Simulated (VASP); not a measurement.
# HfS2 (P-3m1) in VASP: a series of runs

Aim: see how the results for HfS2 move with the level of theory and the settings. Levels: PBE+D3(BJ), LDA. Tasks: relaxation of cell and atoms.

Program: VASP 6.6.1. These are calculated values, not measurements. Logs are shortened: lines on timing, memory, paths and dates and some standing lists are left out, and cuts for length are marked.

**1. The structure**

Symmetry: P-3m1, No. 164, trigonal system. Conventional cell: a = 3.640 Å, b = 3.640 Å, c = 6.056 Å, α = 90.00°, β = 90.00°, γ = 120.00°. Hf (site symmetry -3m) is surrounded by 6 S at 2.54 Å. S (site symmetry 3m) is surrounded by 3 Hf at 2.54 Å.

The cell is a database's computed one.

**2. Relaxation of cell and atoms, PBE+D3(BJ)**

INCAR reads:

```
PREC = Accurate
ENCUT = 600
EDIFF = 1E-6
ISMEAR = 0
SIGMA = 0.03
LREAL = False
LASPH = True
NELM = 80
ALGO = Normal
ISIF = 3
LWAVE = False
LCHARG = False
GGA = PE
IVDW = 12
IBRION = 2
NSW = 90
EDIFFG = -0.01
KPAR = 4
```

KPOINTS reads:

```
regular mesh
0
Gamma
  9 9 5
```

POSCAR reads:

```
HfS2
1.0
    3.6396641800      0.0000000000      0.0000000000
   -1.8198320900      3.1520416411      0.0000000000
    0.0000000000      0.0000000000      6.0555624700
Hf S
1 2
Direct
    0.0000000000      0.0000000000      0.0000000000
    0.6666666700      0.3333333300      0.7639520500
    0.3333333300      0.6666666700      0.2360479500
```

Potentials or basis: VASP PAW PBE potentials, release 64 (Hf_pv, S).

Command:

```bash
$ cat potpaw_PBE.64/Hf_pv/POTCAR potpaw_PBE.64/S/POTCAR > POTCAR
$ mpirun -np 4 vasp_std > vasp.out
```

OUTCAR:

```text
PREC = Accurate
   ENCUT = 600
   EDIFF = 1E-6
   ISMEAR = 0
   LREAL = False
   LASPH = True
   NELM = 80
   ISIF = 3
   GGA = PE
   IVDW = 12
   IBRION = 2
   NSW = 90
   EDIFFG = -0.01
 IVDW          = 12

 ion  position               nearest neighbor table
   1  0.000  0.000  0.000-   2 2.54   3 2.54   3 2.54   2 2.54   2 2.54   3 2.54
   2  0.667  0.333  0.764-   1 2.54   1 2.54   1 2.54
   3  0.333  0.667  0.236-   1 2.54   1 2.54   1 2.54

  LATTYP: Found a hexagonal cell.
 ALAT       =     3.6396641800
 C/A-ratio  =     1.6637695596

  Lattice vectors:

 A1 = (   3.6396641800,   0.0000000000,   0.0000000000)
 A2 = (  -1.8198320900,   3.1520416411,   0.0000000000)
 A3 = (   0.0000000000,   0.0000000000,   6.0555624700)

Analysis of symmetry for initial positions (statically):
=====================================================================
 Subroutine PRICEL returns:
 Original cell was already a primitive cell.

 Routine SETGRP: Setting up the symmetry group for a
 hexagonal supercell.

 Subroutine GETGRP returns: Found 12 space group operations
 (whereof 12 operations were pure point group operations)
 out of a pool of 24 trial point group operations.

The static configuration has the point symmetry D_3d.

Analysis of symmetry for dynamics (positions and initial velocities):
=====================================================================
 Subroutine PRICEL returns:
 Original cell was already a primitive cell.

 Routine SETGRP: Setting up the symmetry group for a
 hexagonal supercell.

 Subroutine GETGRP returns: Found 12 space group operations
 (whereof 12 operations were pure point group operations)
 out of a pool of 24 trial point group operations.

The dynamic configuration has the point symmetry D_3d.

 Subroutine INISYM returns: Found 12 space group operations
 (whereof 12 operations are pure point group operations),
 and found     1 'primitive' translations

----------------------------------------------------------------------------------------

                                     Primitive cell

  volume of cell :      69.4717

  direct lattice vectors                    reciprocal lattice vectors
     3.639664180  0.000000000  0.000000000     0.274750623  0.158627346  0.000000000
    -1.819832090  3.152041641  0.000000000     0.000000000  0.317254692  0.000000000
     0.000000000  0.000000000  6.055562470     0.000000000  0.000000000  0.165137426

  length of vectors
     3.639664180  3.639664180  6.055562470     0.317254692  0.317254692  0.165137426

  position of ions in fractional coordinates (direct lattice)
     0.000000000  0.000000000  0.000000000
     0.666666670  0.333333330  0.763952050
     0.333333330  0.666666670  0.236047950

  ion indices of the primitive-cell ions
   primitive index   ion index
                 1           1
                 2           2
                 3           3

----------------------------------------------------------------------------------------

 KPOINTS: regular mesh

Automatic generation of k-mesh.
 Grid dimensions read from file:
 generate k-points for:    9    9    5

 Generating k-lattice:

  Cartesian coordinates                     Fractional coordinates (reciprocal lattice)
     0.030527847  0.017625261  0.000000000     0.111111111  0.000000000  0.000000000
     0.000000000  0.035250521  0.000000000     0.000000000  0.111111111  0.000000000
     0.000000000  0.000000000  0.033027485     0.000000000  0.000000000  0.200000000

  Length of vectors
     0.035250521  0.035250521  0.033027485

  Shift w.r.t. Gamma in fractional coordinates (k-lattice)
     0.000000000  0.000000000  0.000000000

 Subroutine IBZKPT returns following result:
 ===========================================

 Found     50 irreducible k-points:

 Following reciprocal coordinates:
            Coordinates               Weight
  0.000000  0.000000  0.000000      1.000000
  0.111111  0.000000  0.000000      6.000000
  0.222222 -0.000000  0.000000      6.000000
  0.333333 -0.000000  0.000000      6.000000
  0.444444 -0.000000  0.000000      6.000000
  0.111111  0.111111  0.000000      6.000000
[... 16 lines left out ...]
  0.222222  0.111111  0.200000     12.000000
 -0.111111  0.333333  0.200000     12.000000
 [... further k-points ...]
   k-points           NKPTS =     50   k-points in BZ     NKDIM =     50   number of bands    NBANDS=     15
   number of dos      NEDOS =    301   number of ions     NIONS =      3
   total plane-waves  NPLWV =  43200
   dimension x,y,z NGX =    30 NGY =   30 NGZ =   48
   dimension x,y,z NGXF=    60 NGYF=   60 NGZF=   96
   ions per type =               1   2
   NGX,Y,Z   is equivalent  to a cutoff of  13.70, 13.70, 13.18 a.u.
   NGXF,Y,Z  is equivalent  to a cutoff of  27.41, 27.41, 26.36 a.u.
 SYSTEM =  unknown system
   PREC   = accura    normal or accurate (medium, high low for compatibility)
   ISTART =      0    job   : 0-new  1-cont  2-samecut
   ICHARG =      2    charge: 1-file 2-atom 10-const
   ISPIN  =      1    spin polarized calculation?
   LNONCOLLINEAR =      F non collinear calculations
   LSORBIT =      F    spin-orbit coupling
   LASPH  =      T    aspherical Exc in radial PAW
   ENCUT  =  600.0 eV  44.10 Ry    6.64 a.u.   7.27  7.27 12.09*2*pi/ulx,y,z
   NELM   =     80;   NELMIN=  2; NELMDL= -5     # of ELM steps
   EDIFF  = 0.1E-05   stopping-criterion for ELM
   LREAL  =      F    real-space projection
   EDIFFG = -.1E-01   stopping-criterion for IOM
   NSW    =     90    number of steps for IOM
   IBRION =      2    ionic relax: 0-MD 1-quasi-New 2-CG
   NFREE  =      1    steps in history (QN), initial steepest desc. (CG)
   ISIF   =      3    stress and relaxation
   ISYM   =      2    0-nonsym 1-usesym 2-fastsym
   POTIM  = 0.5000    time-step for ionic-motion
   TEBEG  =    0.0;   TEEND  =   0.0 temperature during run
   PSTRESS=    0.0 pullay stress
   NELECT =      22.0000    total number of electrons
   NUPDOWN=      -1.0000    fix difference up-down
   EMIN   =  10.00;   EMAX   =-10.00  energy-range for DOS
   EFERMI =   0.00;   METHOD = LEGACY
   ISMEAR =     0;   SIGMA  =   0.03  broadening in eV -4-tet -1-fermi 0-gaus
   EFERMI_NEDOS =   21; number of points for ismear=-14 and -15
   IALGO  =     38    algorithm
   IMIX   =      4    mixing-type and parameters
     AMIX     =   0.40;   BMIX     =  1.00
     AMIX_MAG =   1.60;   BMIX_MAG =  1.00
  volume/ion in A,a.u.               =      23.16       156.27
  Fermi-wavevector in a.u.,A,eV,Ry     =   1.115869  2.108686 16.941474  1.245163
  Thomas-Fermi vector in A             =   2.252478
   LORBIT       =      0    0 simple, 1 ext, 2 COOP (PROOUT), +10 PAW based schemes
   GGA     = PE    functional components
   LHFCALC =     F    Hartree Fock is set to
   AEXX    =    0.0000 exact exchange contribution
   IVDW    =    12    specifies the selected vdW correction
   LEPSILON=     F    determine dielectric tensor
   LRPA    =     F    only Hartree local field effects (RPA)
 conjugate gradient relaxation of ions
 non-spin polarized calculation
 Gauss-broadening in eV      SIGMA  =   0.03
  energy-cutoff  :      600.00
  volume of cell :       69.47
 maximum number of plane-waves:      2346
 NGX is ok and might be reduce to    30
   NGX = 15   NGY = 15   NGZ = 25

--------------------------------------- Ionic step        1  -------------------------------------------

 number of electron      22.0000001 magnetization

 Free energy of the ion-electron system (eV)
  ---------------------------------------------------
  ext. energy  EPLUGINS =         0.00000000
  ---------------------------------------------------
  free energy    TOTEN  =       -22.91120183 eV

  energy without entropy =      -22.91120183  energy(sigma->0) =      -22.91120183

------------------------ aborting loop because EDIFF is reached ----------------------------------------

 Edisp (eV)   -0.94690

 E8    (eV) :    -0.4072
[... 108 lines left out ...]
  FREE ENERGIE OF THE ION-ELECTRON SYSTEM (eV)
  ---------------------------------------------------
  free  energy   TOTEN  =       -23.8645111382 eV

  energy  without entropy=      -23.8645111382  energy(sigma->0) =      -23.86451114

 E-fermi :   3.2462     XC(G=0):  -9.5448

 val. band max:        3.0935860929   @ k =   0.0000   0.0000   0.0000
 cond. band min:       4.1988892399   @ k =   0.0000   0.4444   0.4000
 fundamental gap:      1.1053031470
 Fermi energy:         3.2462248064

 k-point     1 :       0.0000    0.0000    0.0000
  band No.  band energies     occupation
      1     -27.5434      2.00000
      2     -27.4248      2.00000
      3     -27.4248      2.00000
      4      -9.9800      2.00000
      5      -8.3115      2.00000
      6      -1.6062      2.00000
      7       0.3973      2.00000
      8       0.3973      2.00000
      9       2.9861      2.00000
     10       3.0936      2.00000
     11       3.0936      2.00000
     12       5.1502      0.00000
     13       5.1502      0.00000
     14       5.7138      0.00000
[... 401 lines left out ...]
      2     -27.5165      2.00000
      3     -27.4631      2.00000
      4      -9.0853      2.00000
      5      -8.4349      2.00000
      6      -0.8200      2.00000
      7      -0.2053      2.00000
      8       0.2721      2.00000
      9       0.7231      2.00000
     10       1.6793      2.00000
     11       2.5644      2.00000
     12       5.0020      0.00000
     13       6.2342      0.00000
     14       7.2550      0.00000
     15       8.1744      0.00000

 [... further k-points ...]

[... ionic steps 4 to 10 ...]

--------------------------------------- Ionic step       11  -------------------------------------------

 number of electron      22.0000000 magnetization

------------------------ aborting loop because EDIFF is reached ----------------------------------------
[... 77 lines left out ...]
--------------------------------------- Ionic step       13  -------------------------------------------

 number of electron      22.0000001 magnetization

 Free energy of the ion-electron system (eV)
  ---------------------------------------------------
  ext. energy  EPLUGINS =         0.00000000
  ---------------------------------------------------
  free energy    TOTEN  =       -22.86051151 eV

  energy without entropy =      -22.86051151  energy(sigma->0) =      -22.86051151

 E-fermi :   3.9499     XC(G=0):  -9.8520

 val. band max:        3.7409452241   @ k =   0.0000   0.0000   0.0000
 cond. band min:       4.6481592242   @ k =   0.0000   0.4444   0.4000
 fundamental gap:      0.9072140001
 Fermi energy:         3.9499244260

 k-point     1 :       0.0000    0.0000    0.0000
  band No.  band energies     occupation
      1     -27.0702      2.00000
      2     -26.9523      2.00000
      3     -26.9523      2.00000
      4      -9.5873      2.00000
      5      -7.7684      2.00000
      6      -1.3312      2.00000
      7       0.8723      2.00000
      8       0.8723      2.00000
      9       3.5884      2.00000
     10       3.5884      2.00000
     11       3.7409      2.00000
     12       5.6357      0.00000
     13       5.6357      0.00000
     14       6.1761      0.00000
[... 401 lines left out ...]
      2     -27.0433      2.00000
      3     -26.9907      2.00000
      4      -8.6717      2.00000
      5      -7.9375      2.00000
      6      -0.4743      2.00000
      7       0.2332      2.00000
      8       0.7938      2.00000
      9       1.1587      2.00000
     10       2.1856      2.00000
     11       3.0790      2.00000
     12       5.4526      0.00000
     13       6.7209      0.00000
     14       7.7293      0.00000
     15       8.6395      0.00000

 [... further k-points ...]

------------------------ aborting loop because EDIFF is reached ----------------------------------------

 Edisp (eV)   -1.02735

 E8    (eV) :    -0.4433
[... 26 lines left out ...]
  FREE ENERGIE OF THE ION-ELECTRON SYSTEM (eV)
  ---------------------------------------------------
  free  energy   TOTEN  =       -23.8878659491 eV

  energy  without entropy=      -23.8878659491  energy(sigma->0) =      -23.88786595

 reached required accuracy - stopping structural energy minimisation
```

It took 73 s on 4 MPI ranks of Intel Xeon 6975P-C (Granite Rapids), shared host; peak memory 0.27 GiB.

What came out:

| Item | Value |
| --- | --- |
| Free energy | -23.8879 eV |
| Relaxed volume | 21.55 Å³/atom |
| Relaxed cell | a = 3.597 Å, b = 3.597 Å, c = 5.770 Å, α = 90.00°, β = 90.00°, γ = 120.00° |
| Space group after relaxing (to 0.05 Å) | P-3m1 (No. 164) |
| Energy gained by relaxing | 9.9 meV/atom |
| Ionic steps | 13 |
| Pressure after relaxing | 0.0 GPa |
| Band gap on the k mesh | 0.91 eV, indirect (least direct gap 1.85 eV) |
| Dispersion energy per atom | -0.342 eV |

Step by step:
```
step  energy change (eV)  largest force (eV/Å)  pressure (GPa)  volume (Å³)
   1              0.0000                0.1620           -1.05        69.47
   2             -0.0063                0.3158            0.69        67.96
   3             -0.0064                0.2992            0.54        68.12
   4             -0.0120                0.1578            0.15        67.80
   5             -0.0134                0.0495           -0.13        67.56
   6             -0.0167                0.0398           -0.23        67.30
   7             -0.0244                0.0082           -0.52        66.52
   8             -0.0259                0.0638           -0.91        64.92
   9             -0.0279                0.0192           -0.73        65.70
  10             -0.0287                0.1172            0.54        64.57
  11             -0.0292                0.0652            0.06        64.99
  12             -0.0296                0.0379            0.03        64.84
  13             -0.0298                0.0014            0.02        64.65
```

Final structure:
```cif
data_structure
_symmetry_space_group_name_H-M 'P 1'
_symmetry_Int_Tables_number 1
_cell_length_a 3.5968
_cell_length_b 3.5968
_cell_length_c 5.7700
_cell_angle_alpha 90.000
_cell_angle_beta 90.000
_cell_angle_gamma 120.000
_cell_volume 64.65
loop_
_atom_site_label
_atom_site_type_symbol
_atom_site_fract_x
_atom_site_fract_y
_atom_site_fract_z
_atom_site_occupancy
Hf1 Hf 0.00000 0.00000 0.00000 1
S1 S 0.66667 0.33333 0.74784 1
S2 S 0.33333 0.66667 0.25216 1
```

Caveat: spin-orbit coupling is left out, which moves the levels of the heavy elements; an odd mesh through Γ misses points on the zone boundary, where band edges often lie.

(Continued in part 2 of 2.)
